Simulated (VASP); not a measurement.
# AgCl (Chlorargyrite) (Fm-3m) in VASP: further runs, part 2 of 2

VASP 6.6.1. The steps go on from the part before.

### 3 Band structure, HSE03

The input, POSCAR:

```
AgCl
1.0
    0.0000000000      2.7350000000      2.7350000000
    2.7350000000      0.0000000000      2.7350000000
    2.7350000000      2.7350000000      0.0000000000
Ag Cl
1 1
Direct
    0.0000000000      0.0000000000      0.0000000000
    0.5000000000      0.5000000000      0.5000000000
```

The input, INCAR.step1:

```
SYSTEM = AgCl
PREC = Accurate
ENCUT = 520
EDIFF = 1E-5
ISMEAR = 0
SIGMA = 0.02
LREAL = .False.
LASPH = .True.
NELM = 60
ALGO = Normal
ISIF = 2
LWAVE = .True.
LCHARG = .False.
LMAXMIX = 4
NBANDS = 16
GGA = PE
KPAR = 4
```

The input, INCAR.step2:

```
SYSTEM = AgCl
PREC = Accurate
ENCUT = 520
EDIFF = 1E-7
ISMEAR = 0
SIGMA = 0.02
LREAL = .False.
LASPH = .True.
NELM = 60
ALGO = Normal
ISIF = 2
LWAVE = .False.
LCHARG = .False.
LMAXMIX = 4
GGA = PE
LHFCALC = .True.
HFSCREEN = 0.3
PRECFOCK = Fast
NBANDS = 16
ISTART = 1
KPAR = 4
```

The input, KPOINTS:

```
regular mesh
0
Gamma
  6 6 6
  0 0 0
```

The input, KPOINTS_OPT:

```
path GXWKGLUWLK,UX
8
line-mode
reciprocal
 0.0000000000  0.0000000000  0.0000000000  G
 0.5000000000  0.0000000000  0.5000000000  X

 0.5000000000  0.0000000000  0.5000000000  X
 0.5000000000  0.2500000000  0.7500000000  W

 0.5000000000  0.2500000000  0.7500000000  W
 0.3750000000  0.3750000000  0.7500000000  K

 0.3750000000  0.3750000000  0.7500000000  K
 0.0000000000  0.0000000000  0.0000000000  G

 0.0000000000  0.0000000000  0.0000000000  G
 0.5000000000  0.5000000000  0.5000000000  L

 0.5000000000  0.5000000000  0.5000000000  L
 0.6250000000  0.2500000000  0.6250000000  U

 0.6250000000  0.2500000000  0.6250000000  U
 0.5000000000  0.2500000000  0.7500000000  W

 0.5000000000  0.2500000000  0.7500000000  W
 0.5000000000  0.5000000000  0.5000000000  L

 0.5000000000  0.5000000000  0.5000000000  L
 0.3750000000  0.3750000000  0.7500000000  K

 0.6250000000  0.2500000000  0.6250000000  U
 0.5000000000  0.0000000000  0.5000000000  X
```

Potentials or basis: VASP PAW PBE potentials, release 64 (Ag, Cl).

Command:

```console
cat potpaw_PBE.64/Ag/POTCAR potpaw_PBE.64/Cl/POTCAR > POTCAR
cp INCAR.step1 INCAR
mpirun -np 4 vasp_std > vasp.out
cp INCAR.step2 INCAR
mpirun -np 4 vasp_std > vasp.out
```

Wall time 17 min (4 MPI ranks of AMD EPYC 9R14 (Zen 4), shared host); peak memory 0.3 GiB.

Results (log left out):

```yaml
Free_energy: -6.4095 eV
Pressure: 3.5 GPa
Band_gap_on_the_k_mesh: 2.16 eV, indirect (least direct gap 4.57 eV)
Band_gap_along_the_path: 2.16 eV, indirect (least direct gap 4.43 eV)
```

Levels at the corners of the path, in eV from the valence-band top:
```tsv
point	band 7	band 8	band 9	band 10	band 11	band 12
Γ	-2.42	-2.42	-2.42	2.16	12.17	12.17
X	-2.45	-2.45	-2.35	3.68	9.10	10.21
X	-2.45	-2.45	-2.35	3.68	9.10	10.21
W	-2.40	-2.40	-1.36	5.65	9.19	9.19
W	-2.40	-2.40	-1.36	5.65	9.19	9.19
K	-2.27	-2.00	-1.24	4.98	8.51	9.55
K	-2.27	-2.00	-1.24	4.98	8.51	9.55
Γ	-2.42	-2.42	-2.42	2.16	12.17	12.17
Γ	-2.42	-2.42	-2.42	2.16	12.17	12.17
L	-2.14	0.00	0.00	5.28	8.41	8.94
L	-2.14	0.00	0.00	5.28	8.41	8.94
U	-2.27	-2.00	-1.24	4.98	8.51	9.55
U	-2.27	-2.00	-1.24	4.98	8.51	9.55
W	-2.40	-2.40	-1.36	5.65	9.19	9.19
W	-2.40	-2.40	-1.36	5.65	9.19	9.19
L	-2.14	0.00	0.00	5.28	8.41	8.94
L	-2.14	0.00	0.00	5.28	8.41	8.94
K	-2.27	-2.00	-1.24	4.98	8.51	9.55
U	-2.27	-2.00	-1.24	4.98	8.51	9.55
X	-2.45	-2.45	-2.35	3.68	9.10	10.21
```

Caveat: the PAW data sets were made with another functional, which shifts forces and pressure a little.

### 4 Band structure, PBE0

POSCAR is that of step 3.

INCAR.step1 is that of step 3.

Changes to INCAR.step2 since step 3:

```diff
@@ -16,4 +16,5 @@
 LHFCALC = .True.
-HFSCREEN = 0.3
+AEXX = 0.25
 PRECFOCK = Fast
+HFRCUT = -1
 NBANDS = 16
```

KPOINTS is that of step 3.

KPOINTS_OPT is that of step 3.

Command:

```console
cat potpaw_PBE.64/Ag/POTCAR potpaw_PBE.64/Cl/POTCAR > POTCAR
cp INCAR.step1 INCAR
mpirun -np 4 vasp_std > vasp.out
cp INCAR.step2 INCAR
mpirun -np 4 vasp_std > vasp.out
```

Wall time 17 min (4 MPI ranks of AMD EPYC 9R14 (Zen 4), shared host); peak memory 0.2 GiB.

Results (log left out):

* Free energy: -7.1625 eV
* Pressure: 3.4 GPa
* Band gap on the k mesh: 3.08 eV, indirect (least direct gap 5.51 eV)
* Band gap along the path: 3.08 eV, indirect (least direct gap 5.37 eV)

Levels at the corners of the path, in eV from the valence-band top:
```
point  band 6  band 7  band 8  band 9  band 10  band 11  band 12  band 13
    Γ   -3.06   -2.44   -2.44   -2.44     3.08    13.19    13.19    13.19
    X   -2.85   -2.51   -2.51   -2.41     4.66    10.07    11.22    14.40
    X   -2.85   -2.51   -2.51   -2.41     4.66    10.07    11.22    14.40
    W   -2.51   -2.46   -2.46   -1.39     6.67    10.18    10.18    10.47
    W   -2.51   -2.46   -2.46   -1.39     6.67    10.18    10.18    10.47
    K   -2.58   -2.33   -2.06   -1.27     5.98     9.50    10.54    12.46
    K   -2.58   -2.33   -2.06   -1.27     5.98     9.50    10.54    12.46
    Γ   -3.06   -2.44   -2.44   -2.44     3.08    13.19    13.19    13.19
    Γ   -3.06   -2.44   -2.44   -2.44     3.08    13.19    13.19    13.19
    L   -2.65   -2.19    0.00    0.00     6.21     9.47     9.94     9.94
    L   -2.65   -2.19    0.00    0.00     6.21     9.47     9.94     9.94
    U   -2.58   -2.33   -2.06   -1.27     5.98     9.50    10.54    12.46
    U   -2.58   -2.33   -2.06   -1.27     5.98     9.50    10.54    12.46
    W   -2.51   -2.46   -2.46   -1.39     6.67    10.18    10.18    10.47
    W   -2.51   -2.46   -2.46   -1.39     6.67    10.18    10.18    10.47
    L   -2.65   -2.19    0.00    0.00     6.21     9.47     9.94     9.94
    L   -2.65   -2.19    0.00    0.00     6.21     9.47     9.94     9.94
    K   -2.58   -2.33   -2.06   -1.27     5.98     9.50    10.54    12.46
    U   -2.58   -2.33   -2.06   -1.27     5.98     9.50    10.54    12.46
    X   -2.85   -2.51   -2.51   -2.41     4.66    10.07    11.22    14.40
```

Caveat: the PAW data sets were made with another functional, which shifts forces and pressure a little.

### 5 Summary

| level | screening parameter | exchange at q = 0 | gap on the mesh (eV) | pressure (GPa) |
| --- | --- | --- | --- | --- |
| HSE06 | 0.2 1/A | - | 2.40 | 3.5 |
| HSE03 | - | - | 2.16 | 3.5 |
| PBE0 | - | truncated | 3.08 | 3.4 |

Alike in all rows: task band structure; potentials or basis VASP PAW PBE potentials, release 64 (Ag, Cl); no spin polarisation; cell as given; k mesh 6 × 6 × 6; cutoff (eV) 520; smearing gaussian 0.02 eV.

On the cell as given the gap runs from 2.16 eV (HSE03) to 3.08 eV (PBE0).

Caveats: the PAW data sets were made with another functional, which shifts forces and pressure a little.

Total energies depend on the potentials used, so only differences within one code and one set of settings carry meaning.

### 6 Comparison with measurements

Step 2. Against the measured gap of AgCl, 3.249 eV (indirect; a printed reference work, data compilation), the calculated 2.40 eV is off by -0.85 eV. Spin-orbit coupling on Ag is left out. The value is that of HSE06, without temperature or zero-point motion.

Step 3. Measured gap of AgCl: 3.249 eV (indirect; a printed reference work, data compilation). This calculation gives 2.16 eV (-1.09 eV). Spin-orbit coupling on Ag is left out. The value is that of HSE03, without temperature or zero-point motion.

Step 4. Measured gap of AgCl: 3.249 eV (indirect; a printed reference work, data compilation). This calculation gives 3.08 eV (-0.17 eV). Spin-orbit coupling on Ag is left out. The value is that of PBE0, without temperature or zero-point motion.
